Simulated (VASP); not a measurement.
# PbSe (Clausthalite) (Fm-3m) in VASP: settings compared

Aim: see how the results for PbSe (Clausthalite) move with the level of theory and the settings. Levels: PBE, r2SCAN. Tasks: single point.

Everything below comes from runs of VASP 6.6.1. Logs are shortened: lines on timing, memory, paths and dates and some standing lists are left out, and cuts for length are marked.

**Experimental background.**

A printed reference work, monograph reports, for a bulk crystal of PbSe: band gap 0.28 eV (direct) at 300 K; band gap 0.15 eV (direct) at 4.2 K.

The runs below are set against these values where they give the same quantity.

### Step 1. The cell of the first run

It takes space group Fm-3m (No. 225, cubic). Conventional cell: a = 6.139 Å, b = 6.139 Å, c = 6.139 Å, α = 90.00°, β = 90.00°, γ = 90.00°. Pb (site symmetry m-3m) has 6 Se at 3.07 Å within 4.0 Å. Within 4.0 Å of Se (site symmetry m-3m) lie 6 Pb at 3.07 Å.

### Step 2. Single point, PBE

Contents of INCAR:

```
PREC = Accurate
ENCUT = 520
EDIFF = 1E-7
ISMEAR = 0
SIGMA = 0.01
LREAL = F
LASPH = T
NELM = 80
ALGO = Normal
ISIF = 2
LWAVE = F
LCHARG = F
GGA = PE
NBANDS = 17
```

Contents of KPOINTS:

```
Automatic mesh
0
Gamma
  6 6 6
```

Contents of POSCAR:

```
PbSe
1.0
    0.0000000000      3.0696893610      3.0696893610
    3.0696893610      0.0000000000      3.0696893610
    3.0696893610      3.0696893610      0.0000000000
Pb Se
1 1
Direct
    0.0000000000      0.0000000000      0.0000000000
    0.5000000000      0.5000000000      0.5000000000
```

Potentials or basis: VASP PAW PBE potentials, release 64 (Pb_d, Se).

Started as:

```
$ cat potpaw_PBE.64/Pb_d/POTCAR potpaw_PBE.64/Se/POTCAR > POTCAR
$ mpirun -np 1 vasp_std > vasp.out
```

OUTCAR:

```text
PREC = Accurate
   ENCUT = 520
   EDIFF = 1E-7
   ISMEAR = 0
   LREAL = F
   LASPH = T
   NELM = 80
   ISIF = 2
   GGA = PE

 ion  position               nearest neighbor table
   1  0.000  0.000  0.000-   2 3.07   2 3.07   2 3.07   2 3.07   2 3.07   2 3.07
   2  0.500  0.500  0.500-   1 3.07   1 3.07   1 3.07   1 3.07   1 3.07   1 3.07

  LATTYP: Found a face centered cubic cell.
 ALAT       =     6.1393787220

  Lattice vectors:

 A1 = (   0.0000000000,   3.0696893610,   3.0696893610)
 A2 = (   3.0696893610,   0.0000000000,   3.0696893610)
 A3 = (   3.0696893610,   3.0696893610,   0.0000000000)

Analysis of symmetry for initial positions (statically):
=====================================================================
 Subroutine PRICEL returns:
 Original cell was already a primitive cell.

 Routine SETGRP: Setting up the symmetry group for a
 face centered cubic supercell.

 Subroutine GETGRP returns: Found 48 space group operations
 (whereof 48 operations were pure point group operations)
 out of a pool of 48 trial point group operations.

The static configuration has the point symmetry O_h .

Analysis of symmetry for dynamics (positions and initial velocities):
=====================================================================
 Subroutine PRICEL returns:
 Original cell was already a primitive cell.

 Routine SETGRP: Setting up the symmetry group for a
 face centered cubic supercell.

 Subroutine GETGRP returns: Found 48 space group operations
 (whereof 48 operations were pure point group operations)
 out of a pool of 48 trial point group operations.

The dynamic configuration has the point symmetry O_h .

 Subroutine INISYM returns: Found 48 space group operations
 (whereof 48 operations are pure point group operations),
 and found     1 'primitive' translations

----------------------------------------------------------------------------------------

                                     Primitive cell

  volume of cell :      57.8513

  direct lattice vectors                    reciprocal lattice vectors
     0.000000000  3.069689361  3.069689361    -0.162882931  0.162882931  0.162882931
     3.069689361  0.000000000  3.069689361     0.162882931 -0.162882931  0.162882931
     3.069689361  3.069689361  0.000000000     0.162882931  0.162882931 -0.162882931

[... 69 lines left out ...]
   LNONCOLLINEAR =      F non collinear calculations
   LSORBIT =      F    spin-orbit coupling
   LASPH  =      T    aspherical Exc in radial PAW
   ENCUT  =  520.0 eV  38.22 Ry    6.18 a.u.   8.07  8.07  8.07*2*pi/ulx,y,z
   NELM   =     80;   NELMIN=  2; NELMDL= -5     # of ELM steps
   EDIFF  = 0.1E-06   stopping-criterion for ELM
   LREAL  =      F    real-space projection
   EDIFFG = 0.1E-05   stopping-criterion for IOM
   NSW    =      0    number of steps for IOM
   IBRION =     -1    ionic relax: 0-MD 1-quasi-New 2-CG
   NFREE  =      0    steps in history (QN), initial steepest desc. (CG)
   ISIF   =      2    stress and relaxation
   ISYM   =      2    0-nonsym 1-usesym 2-fastsym
   POTIM  = 0.5000    time-step for ionic-motion
   TEBEG  =    0.0;   TEEND  =   0.0 temperature during run
   PSTRESS=    0.0 pullay stress
   NELECT =      20.0000    total number of electrons
   NUPDOWN=      -1.0000    fix difference up-down
   EMIN   =  10.00;   EMAX   =-10.00  energy-range for DOS
   EFERMI =   0.00;   METHOD = LEGACY
   ISMEAR =     0;   SIGMA  =   0.01  broadening in eV -4-tet -1-fermi 0-gaus
   EFERMI_NEDOS =   21; number of points for ismear=-14 and -15
   IALGO  =     38    algorithm
   IMIX   =      4    mixing-type and parameters
     AMIX     =   0.40;   BMIX     =  1.00
     AMIX_MAG =   1.60;   BMIX_MAG =  1.00
  volume/ion in A,a.u.               =      28.93       195.20
  Fermi-wavevector in a.u.,A,eV,Ry     =   1.148983  2.171264 17.961905  1.320163
  Thomas-Fermi vector in A             =   2.285655
   LORBIT       =      0    0 simple, 1 ext, 2 COOP (PROOUT), +10 PAW based schemes
   GGA     = PE    functional components
   LHFCALC =     F    Hartree Fock is set to
   AEXX    =    0.0000 exact exchange contribution
   IVDW    =     0    specifies the selected vdW correction
   LEPSILON=     F    determine dielectric tensor
   LRPA    =     F    only Hartree local field effects (RPA)
 non-spin polarized calculation
 Gauss-broadening in eV      SIGMA  =   0.01
  energy-cutoff  :      520.00
  volume of cell :       57.85
 maximum number of plane-waves:      1588
   NGX = 17   NGY = 17   NGZ = 17

 number of electron      19.9999997 magnetization

 Free energy of the ion-electron system (eV)
  ---------------------------------------------------
  ext. energy  EPLUGINS =         0.00000000
  ---------------------------------------------------
  free energy    TOTEN  =        -8.18817348 eV

  energy without entropy =       -8.18817348  energy(sigma->0) =       -8.18817348

 E-fermi :   5.0089     XC(G=0):  -9.4905

 val. band max:        4.9508308617   @ k =   0.5000   0.0000   0.0000
 cond. band min:       5.2725573013   @ k =   0.5000   0.0000   0.0000
 fundamental gap:      0.3217264396
 Fermi energy:         5.0088729546

 k-point     1 :       0.0000    0.0000    0.0000
  band No.  band energies     occupation
      1     -11.8625      2.00000
      2     -11.8625      2.00000
      3     -11.8625      2.00000
      4     -11.8581      2.00000
      5     -11.8581      2.00000
      6      -8.5624      2.00000
[... 297 lines left out ...]
      4     -11.8352      2.00000
      5     -11.8194      2.00000
      6      -7.1392      2.00000
[... 9 lines left out ...]
     16      16.5879      0.00000
     17      17.6044      0.00000

------------------------ aborting loop because EDIFF is reached ----------------------------------------

  FORCE on cell =-STRESS in cart. coord.  units (eV):
  Direction    XX          YY          ZZ          XY          YZ          ZX
  --------------------------------------------------------------------------------------
  -------------------------------------------------------------------------------------
  Total        0.6766982      0.6766982      0.6766982      0.0000000     -0.0000000     -0.0000000
  in kB       18.7409815     18.7409815     18.7409815      0.0000000     -0.0000000     -0.0000000
  external PRESSURE =      18.7409815 kB  Pullay stress =       0.0000000 kB

 VOLUME and BASIS-vectors are now :
 -----------------------------------------------------------------------------
  energy-cutoff  :      520.00
  volume of cell :       57.85
      direct lattice vectors                 reciprocal lattice vectors
     0.000000000  3.069689361  3.069689361    -0.162882931  0.162882931  0.162882931
     3.069689361  0.000000000  3.069689361     0.162882931 -0.162882931  0.162882931
     3.069689361  3.069689361  0.000000000     0.162882931  0.162882931 -0.162882931

 POSITION                                       TOTAL-FORCE (eV/Angst)
 -----------------------------------------------------------------------------------
      0.00000      0.00000      0.00000         0.000000      0.000000      0.000000
      3.06969      3.06969      3.06969        -0.000000     -0.000000     -0.000000
 -----------------------------------------------------------------------------------
    total drift:                                0.000000     -0.000000     -0.000000

  FREE ENERGIE OF THE ION-ELECTRON SYSTEM (eV)
  ---------------------------------------------------
  free  energy   TOTEN  =        -8.1881734829 eV

  energy  without entropy=       -8.1881734829  energy(sigma->0) =       -8.18817348
```

OSZICAR:

```text
N       E                     dE             d eps       ncg     rms          rms(c)
DAV:   1     0.159732050266E+03    0.15973E+03   -0.95883E+03   544   0.119E+03
DAV:   2     0.357750384152E+01   -0.15615E+03   -0.15058E+03   578   0.311E+02
DAV:   3    -0.818492500506E+01   -0.11762E+02   -0.11635E+02   694   0.903E+01
DAV:   4    -0.847172445979E+01   -0.28680E+00   -0.28662E+00   716   0.156E+01
DAV:   5    -0.848076817922E+01   -0.90437E-02   -0.90434E-02   756   0.268E+00    0.275E+00
DAV:   6    -0.818945883765E+01    0.29131E+00   -0.72340E-01   786   0.580E+00    0.155E+00
DAV:   7    -0.818512744901E+01    0.43314E-02   -0.12285E-01   627   0.168E+00    0.857E-01
DAV:   8    -0.818858456574E+01   -0.34571E-02   -0.13431E-02   661   0.124E+00    0.173E-01
DAV:   9    -0.818810044510E+01    0.48412E-03   -0.29289E-03   811   0.523E-01    0.512E-02
DAV:  10    -0.818816654972E+01   -0.66105E-04   -0.23165E-04   625   0.857E-02    0.188E-02
DAV:  11    -0.818817354638E+01   -0.69967E-05   -0.59980E-05   712   0.764E-02    0.873E-03
DAV:  12    -0.818817348295E+01    0.63432E-07   -0.31869E-06   719   0.119E-02    0.255E-03
DAV:  13    -0.818817348288E+01    0.69576E-10   -0.19025E-07   641   0.414E-03
   1 F= -.81881735E+01 E0= -.81881735E+01  d E =-.244428E-18
```

Run time: 23 s. Hardware: 1 thread of Intel Xeon 8259CL, shared host; peak memory 0.18 GiB.

Results:

```yaml
Free_energy: -8.1882 eV
Pressure: 1.9 GPa
Band_gap_on_the_k_mesh: 0.32 eV, direct
```

Levels at points of the mesh, in eV from the valence-band top:
```tsv
k point	band 7	band 8	band 9	band 10	band 11	band 12	band 13	band 14
(0.00, 0.00, 0.00)	-6.31	-1.83	-1.83	-1.83	4.70	4.70	4.70	6.54
(0.50, 0.00, 0.00)	-8.75	-1.43	-1.43	0.00	0.32	1.73	1.73	8.55
(0.50, 0.50, 0.00)	-7.36	-4.90	-3.17	-3.17	3.74	5.58	5.58	6.02
```

Caveat: spin-orbit coupling is left out, which moves the levels of the heavy elements.

### Step 3. Single point, PBE

Contents of INCAR:

```
SYSTEM = PbSe
PREC = Accurate
ENCUT = 520
EDIFF = 1E-6
ISMEAR = 0
SIGMA = 0.01
LREAL = .False.
LASPH = .True.
NELM = 60
ALGO = Normal
ISIF = 2
LWAVE = .False.
LCHARG = .False.
GGA = PE
NBANDS = 17
```

Contents of KPOINTS:

```
regular mesh
0
Gamma
  6 6 6
  0 0 0
```

POSCAR is that of step 2.

Potentials or basis: VASP PAW PBE potentials, release 64 (Pb_d, Se).

Started as:

```
$ cat potpaw_PBE.64/Pb_d/POTCAR potpaw_PBE.64/Se/POTCAR > POTCAR
$ mpirun -np 1 vasp_std > vasp.out
```

OUTCAR:

```text
SYSTEM = PbSe
   PREC = Accurate
   ENCUT = 520
   EDIFF = 1E-6
   ISMEAR = 0
   LREAL = .False.
   LASPH = .True.
   NELM = 60
   ISIF = 2
   GGA = PE

 ion  position               nearest neighbor table
   1  0.000  0.000  0.000-   2 3.07   2 3.07   2 3.07   2 3.07   2 3.07   2 3.07
   2  0.500  0.500  0.500-   1 3.07   1 3.07   1 3.07   1 3.07   1 3.07   1 3.07

  LATTYP: Found a face centered cubic cell.
 ALAT       =     6.1393787220

  Lattice vectors:

 A1 = (   0.0000000000,   3.0696893610,   3.0696893610)
 A2 = (   3.0696893610,   0.0000000000,   3.0696893610)
 A3 = (   3.0696893610,   3.0696893610,   0.0000000000)

Analysis of symmetry for initial positions (statically):
=====================================================================
 Subroutine PRICEL returns:
 Original cell was already a primitive cell.

 Routine SETGRP: Setting up the symmetry group for a
 face centered cubic supercell.

 Subroutine GETGRP returns: Found 48 space group operations
 (whereof 48 operations were pure point group operations)
 out of a pool of 48 trial point group operations.

The static configuration has the point symmetry O_h .

[... 150 lines left out ...]

 E-fermi :   5.0101     XC(G=0):  -9.4905

 val. band max:        4.9507558639   @ k =   0.5000   0.0000   0.0000
 cond. band min:       5.2725555730   @ k =   0.5000   0.0000   0.0000
 fundamental gap:      0.3217997091
 Fermi energy:         5.0101408690

 k-point     1 :       0.0000    0.0000    0.0000
  band No.  band energies     occupation
      1     -11.8622      2.00000
      2     -11.8622      2.00000
      3     -11.8622      2.00000
      4     -11.8579      2.00000
      5     -11.8579      2.00000
      6      -8.5625      2.00000
[... 297 lines left out ...]
      4     -11.8350      2.00000
      5     -11.8192      2.00000
      6      -7.1394      2.00000
[... 9 lines left out ...]
     16      16.5878      0.00000
     17      17.6065      0.00000

------------------------ aborting loop because EDIFF is reached ----------------------------------------

  FORCE on cell =-STRESS in cart. coord.  units (eV):
  Direction    XX          YY          ZZ          XY          YZ          ZX
  --------------------------------------------------------------------------------------
  -------------------------------------------------------------------------------------
  Total        0.6740617      0.6740617      0.6740617      0.0000000      0.0000000      0.0000000
  in kB       18.6679650     18.6679650     18.6679650      0.0000000      0.0000000      0.0000000
  external PRESSURE =      18.6679650 kB  Pullay stress =       0.0000000 kB

 VOLUME and BASIS-vectors are now :
 -----------------------------------------------------------------------------
  energy-cutoff  :      520.00
  volume of cell :       57.85
      direct lattice vectors                 reciprocal lattice vectors
     0.000000000  3.069689361  3.069689361    -0.162882931  0.162882931  0.162882931
     3.069689361  0.000000000  3.069689361     0.162882931 -0.162882931  0.162882931
     3.069689361  3.069689361  0.000000000     0.162882931  0.162882931 -0.162882931

 POSITION                                       TOTAL-FORCE (eV/Angst)
 -----------------------------------------------------------------------------------
      0.00000      0.00000      0.00000        -0.000000      0.000000      0.000000
      3.06969      3.06969      3.06969         0.000000     -0.000000     -0.000000
 -----------------------------------------------------------------------------------
    total drift:                                0.000000     -0.000000     -0.000000

  FREE ENERGIE OF THE ION-ELECTRON SYSTEM (eV)
  ---------------------------------------------------
  free  energy   TOTEN  =        -8.1881734829 eV

  energy  without entropy=       -8.1881734829  energy(sigma->0) =       -8.18817348
```

Wall time 19 s (1 thread of Intel Xeon 8259CL, shared host); peak memory 0.18 GiB.

What came out:

```yaml
Free_energy: -8.1882 eV
Pressure: 1.9 GPa
Band_gap_on_the_k_mesh: 0.32 eV, direct
```

Levels at points of the mesh, in eV from the valence-band top:
```
           k point  band 7  band 8  band 9  band 10  band 11  band 12  band 13  band 14
(0.00, 0.00, 0.00)   -6.31   -1.83   -1.83    -1.83     4.70     4.70     4.70     6.54
(0.50, 0.00, 0.00)   -8.75   -1.43   -1.43     0.00     0.32     1.73     1.73     8.55
(0.50, 0.50, 0.00)   -7.36   -4.90   -3.17    -3.17     3.74     5.58     5.58     6.02
```

Caveat: spin-orbit coupling is left out, which moves the levels of the heavy elements.

(Continued in part 2 of 3.)
